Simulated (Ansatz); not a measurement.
Rows from a G0W0 calculation on AlN (honeycomb bilayer) (Ansatz 0.2.0; G0W0 on PBE, plane waves, PAW; PAW set soft_1; 6×6×1 mesh, 145 empty bands, screening to 41 eV, PAW set soft_1 files), in eV. Spin-orbit coupling is left out.

| row | k | band | start | Σx | Σc at the solution | Vxc |
| --- | --- | --- | --- | --- | --- | --- |
| A | Γ | c2 | -0.954 | -3.788 | -1.738 | -6.285 |
| B | Γ | c1 | -2.694 | -6.289 | -2.603 | -9.778 |
| C | Γ | v1 | -5.994 | -22.044 | 3.655 | -17.761 |
| D | (0.333, 0.333, 0.000) | c2 | 1.451 | -5.173 | -3.586 | -9.954 |
| E | (0.333, 0.333, 0.000) | v1 | -5.347 | -19.599 | 3.184 | -15.702 |
| F | (0.333, 0.333, 0.000) | c1 | -0.641 | -5.565 | -3.453 | -10.160 |

Question: Work out each quasiparticle level and how far it moved.

The quasiparticle equation reads E = start + Σx + Σc(E) − Vxc.

```csv
row,E (eV),shift (eV)
A,-0.196,+0.759
B,-1.808,+0.886
C,-6.622,−0.628
D,2.646,+1.196
E,-6.060,−0.713
F,0.501,+1.142
```

The gap over the computed points goes from 2.65 eV to 4.25 eV.

Limits: not at the basis limit; coarse mesh for a sheet.

[Paths, hosts, dates, memory and timing lines, banners, echoed tables and standing remarks are left out of the program output.]

[Logs are printed without paths, hosts, clocks, repeated set-up lines and the standing remarks that a program may print on its own settings, such as how far it seeks lower states.]

[Runs of the session that timed out or met a known fault of the program may be left out.]

[Cells called generated may have been cut or substituted from an entry of the Crystallography Open Database or the Materials Project.]

[Hosts, paths, dates, database ids (printed as entryN), source tags and the programs' standing remarks are cut or masked in the printed files.]
